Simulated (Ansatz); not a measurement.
# Structures of Hf$_{2}$Si: which is lowest?

Plane-wave DFT in Ansatz with scalar-relativistic PAW potentials, cutoff 500 eV, Γ-centred meshes chosen by cell and gap, Gaussian smearing with energies taken to zero width. Every cell was relaxed (cell and atoms) in a run of its own, within the symmetry of its start. Functional: r2SCAN.

Relaxed structures (starts from databases or built by putting these elements on another compound's sites):
A. Fm-3m, 3 atoms in the computed cell, a = 6.278 Å; sites (symmetry × multiplicity) Hf -43m × 8, Si m-3m × 4; start: built
B. I4/mcm, 6 atoms in the computed cell, a = 6.560 Å, c = 5.168 Å; sites (symmetry × multiplicity) Hf m.2m × 8, Si 422 × 4; start: database

Question: Rank them by energy. Could pressure change the order?

Answer:
| structure | group | E − E(lowest) (meV/atom) | V (Å³/atom) | gap on mesh (eV) |
| --- | --- | --- | --- | --- |
| B | I4/mcm | 0.0 | 18.53 | 0.00 |
| A | Fm-3m | 501 | 20.62 | 0.00 |

B is lowest, 501 meV/atom under A. The lowest is also the densest of these, so pressure wouldn't bring one of the others in at first order. Other structures may lie lower than all of these, and vibrations aren't counted.

Spin-orbit coupling is left out, which matters for the bands of heavy elements.